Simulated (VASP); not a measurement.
Runs of VASP 6.6.1 on Sb. Symmetry: R-3m, No. 166, trigonal system. Conventional cell: a = 4.308 Å, b = 4.308 Å, c = 11.274 Å, α = 90.00°, β = 90.00°, γ = 120.00°. Sb (site symmetry 3m) has 3 Sb at 2.91 Å as nearest neighbours. 

```tsv
level	potentials or basis	k mesh	cutoff (eV)	gap on the mesh (eV)	pressure (GPa)	relaxed volume (Å³/atom)	largest force (eV/Å)
LDA	VASP PAW LDA potentials, release 64 (Sb)	10 × 10 × 10	600	none	0.0	29.29	-
rev-vdW-DF2	VASP PAW PBE potentials, release 64 (Sb)	10 × 10 × 10	600	none	0.0	31.11	-
PBE	VASP PAW PBE potentials, release 64 (Sb)	5 × 5 × 5	300	(a)	0.0	(b)	-
r2SCAN+rVV10	VASP PAW PBE potentials, release 64 (Sb)	10 × 10 × 10	600	none	0.0	30.79	-
r2SCAN	VASP PAW PBE potentials, release 64 (Sb)	10 × 10 × 10	600	none	0.0	31.48	-
PBE+D3(BJ)	VASP PAW PBE potentials, release 64 (Sb)	10 × 10 × 10	600	none	0.0	29.79	0.01
PBE	VASP PAW PBE potentials, release 64 (Sb)	10 × 10 × 10	600	none	0.0	31.75	-
PBEsol	VASP PAW PBE potentials, release 64 (Sb)	10 × 10 × 10	600	none	0.0	29.88	0.01
```

Alike in all rows: task relaxation of cell and atoms; no spin polarisation; cell relaxed; smearing methfessel-paxton 0.1 eV.

**Question.** Fill in the values left out.

**Answer.** (a) 0.39; (b) 31.85.

Caveats: the PAW data sets were made with another functional, which shifts forces and pressure a little (some runs); pairwise dispersion overbinds metals, which lowers pressure and volume (some runs); spin-orbit coupling is left out, which moves the levels of the heavy elements (some runs); an odd mesh through Γ misses points on the zone boundary, where band edges often lie (some runs).

A k mesh can miss the band edges, and the runs leave out spin-orbit coupling on Sb.

A gap of «none» marks a metal or a gap under the smearing width.

Not every run made on this cell is shown here.
